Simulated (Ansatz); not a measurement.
# How far is PAW off for IrO2?

```yaml
crystal:
  lattice:
    - [4.45401, 0.00000, 0.00000]
    - [0.00000, 4.45401, 0.00000]
    - [0.00000, 0.00000, 3.14600]
  atoms:
    - { symbol: Ir, position: [0.00000, 0.00000, 0.00000] }
    - { symbol: Ir, position: [0.50000, 0.50000, 0.50000] }
    - { symbol: O, position: [0.31100, 0.31100, 0.00000] }
    - { symbol: O, position: [0.18900, 0.81100, 0.50000] }
    - { symbol: O, position: [0.68900, 0.68900, 0.00000] }
    - { symbol: O, position: [0.81100, 0.18900, 0.50000] }
```

Atoms are numbered in the order listed.

The geometry is COD entry 1538153, unchecked; take it as a test cell. It is an old determination, and later ones may differ. The listed cell was then made from it by scaling, straining or moving an atom.

Spin–orbit coupling is left out, though it moves levels of the heavy atoms by tenths of an eV or more.

Methods: DFT, PBEsol, PAW with Ansatz's default frozen-core files, scalar-relativistic (Ansatz 0.2.0); DFT, PBEsol, all-electron LAPW, scalar-relativistic (Ansatz 0.2.0).

For PAW: a Γ-centred 8×8×11 k mesh, Fermi–Dirac smearing of 0.05 eV, cutoff 420 eV, no spin polarisation; the PAW files were made with PBE, and the program remakes their frozen cores for this functional. LAPW targets a basis error of 0.5 meV/atom. The Ansatz runs share mesh, smearing and spin set-up. Plane-wave (PAW) pressures include the program's estimate of the Pulay term.

Stress and pressure are positive in compression.

The change that made this cell: equal xx and yy strain of -1 %.

PAW results:

```
             quantity     PAW
       pressure (GPa)    3.48
      stress xx (GPa)    2.19
      stress zz (GPa)    6.06
force on O3, y (eV/Å)  -0.328
```

Problem. What does full-potential LAPW give for the same quantities?

Solution. 
| quantity | LAPW |
| --- | --- |
| pressure (GPa) | 3.55 |
| stress xx (GPa) | 2.24 |
| stress zz (GPa) | 6.17 |
| force on O3, y (eV/Å) | -0.332 |
